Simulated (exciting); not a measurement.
Wanted: the native input for an exciting (release sodium) run.

| Quantity | Value |
| --- | --- |
| Task | single point |
| Functional | PBE |
| Potentials or basis | all-electron LAPW+lo, shipped species files, valence relativity iora* |
| rgkmax | 7.5 |
| k mesh | 10 × 10 × 5 |
| Occupations | gaussian, width 0.013 eV |
| Spin | no spin polarisation |
| outputlevel | high |
| gmaxvr (cutoff of density and potential) | 14 1/bohr |
| lmaxapw (and lmaxmat) | 10 |
| lmaxvr | 8 |
| nempty | 10 |
| Valence relativity | iora* |
| epsengy | 1e-05 Ha |
| epspot | 1e-05 Ha |
| maxscl | 60 |
| Muffin-tin radii | Mg 2.0 bohr |

Crystal: Mg.

```
Mg
1.0
     3.20930    0.00000    0.00000
    -1.60465    2.77934    0.00000
     0.00000    0.00000    5.21030
Mg
2
Direct
  0.66667 0.33333 0.75000
  0.33333 0.66667 0.25000
```

These files were run (other wordings do the same):

input.xml

```xml
<input>
  <title>Mg</title>
  <structure speciespath="./" tshift="false">
    <crystal scale="1">
      <basevect>6.064698051761 0.000000000000 0.000000000000</basevect>
      <basevect>-3.032349025881 5.252182579173 0.000000000000</basevect>
      <basevect>0.000000000000 0.000000000000 9.846040027138</basevect>
    </crystal>
    <species speciesfile="Mg.xml" rmt="2">
      <atom coord="0.666666666700 0.333333333300 0.750000000000"/>
      <atom coord="0.333333333300 0.666666666700 0.250000000000"/>
    </species>
  </structure>
  <groundstate do="fromscratch" ngridk="10 10 5" rgkmax="7.5" gmaxvr="14" lmaxapw="10" lmaxmat="10" lmaxvr="8" xctype="GGA_PBE" stype="Gaussian" swidth="0.00047774" nempty="10" ValenceRelativity="iora*" epsengy="1e-05" epspot="1e-05" maxscl="60" tforce="true" outputlevel="high"/>
</input>
```

Potentials or basis: all-electron LAPW+lo, shipped species files, valence relativity iora*.

Command:

```sh
$ OMP_NUM_THREADS=1 exciting_smp
```

Results of the run:

```json
{"Band gap on the k mesh": "none (metal or under the smearing width)", "All electrons inside the program's atomic spheres": "Mg 10.29 (radii Mg 2.0 bohr)"}
```

It took 85 s on 1 thread of Arm Neoverse V2, on a shared host, peak memory 0.14 GiB.
